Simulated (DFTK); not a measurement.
Runs of DFTK 0.8.2 on KI. The structure is cubic, space group Fm-3m (No. 225). The conventional cell has a = 7.066 Å, b = 7.066 Å, c = 7.066 Å, α = 90.00°, β = 90.00°, γ = 90.00°. Around I (site symmetry m-3m) lie 6 K at 3.53 Å. Around K (site symmetry m-3m) lie 6 I at 3.53 Å. 

```csv
task,level,potentials or basis,k mesh,cutoff (eV),mesh quality,gap on the mesh (eV),pressure (GPa),V0 of scaled cells (Å³/atom),B0 (GPa)
band structure,PBE,SPMS 1.0 (PBE),7 × 7 × 7,816,not flagged,(b),0.6,-,-
single point,PBEsol,dojo.nc.sr.pbesol.v0_4_1.standard.upf (PBEsol),7 × 7 × 7,1007,not flagged,3.82,-0.3,-,-
equation of state,PBE,dojo.nc.sr.pbe.v0_4_1.standard.upf (PBE),7 × 7 × 7,1007,not flagged,-,-,46.30,(a)
equation of state,PBEsol,dojo.nc.sr.pbesol.v0_4_1.standard.upf (PBEsol),7 × 7 × 7,1007,not flagged,-,-,42.98,12
```

Alike in all rows: no spin polarisation; cell as given; smearing fermi-dirac 0.05 eV.

Fill in the values left out.

(a) 11; (b) 3.96.

Caveats: spin-orbit coupling is left out, which moves the levels of the heavy elements (some runs); an odd mesh through Γ misses points on the zone boundary, where band edges often lie (some runs).

A k mesh can miss the band edges, and the runs leave out spin-orbit coupling on I.

Not every run made on this cell is shown here.
